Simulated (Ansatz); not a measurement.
# Fitting the LDA energy curve of Ta

It takes space group Fm-3m (No. 225, cubic). The conventional cell has a = 4.220 Å, b = 4.220 Å, c = 4.220 Å, α = 90.00°, β = 90.00°, γ = 90.00°. Around Ta (site symmetry m-3m) lie 12 Ta at 2.98 Å.

This isn't the form of Ta at room conditions, which is bcc.

The cell was scaled at fixed shape and fractions and run with Ansatz, all-electron LAPW, scalar-relativistic; LDA, k mesh 11 × 11 × 11 on the cell of 1 atom, fermi-dirac occupations of 0.05 eV, no spin polarisation, no spin-orbit coupling. Energies are those that the program minimises, any entropy of the smearing included. For a metal such a mesh isn't converged to the digits shown.

```csv
V (Å³/atom),energy over the lowest row (meV/atom)
17.6606,0.00
18.0363,2.43
18.4121,14.33
18.7879,34.82
19.1636,63.17
19.5394,?
19.9151,140.65
```

Problem. Fit the third-order Birch-Murnaghan form, give V0, B0 and B′, and predict the energy left open.

Solution. With y = (V0/V)^(2/3), E = E0 + (9 V0 B0/16) [(y - 1)³ B′ + (y - 1)² (6 - 4y)]. Least squares through the rows shown give V0 = 17.7557 Å³/atom, E0 = -0.33 meV, B0 = 204.2 GPa (1 eV/Å³ = 160.218 GPa) and B′ = 3.44, with a largest miss of 0.01 meV. At V = 19.5394 the form with these constants gives 98.66 meV; the run gave 98.67 meV an atom.
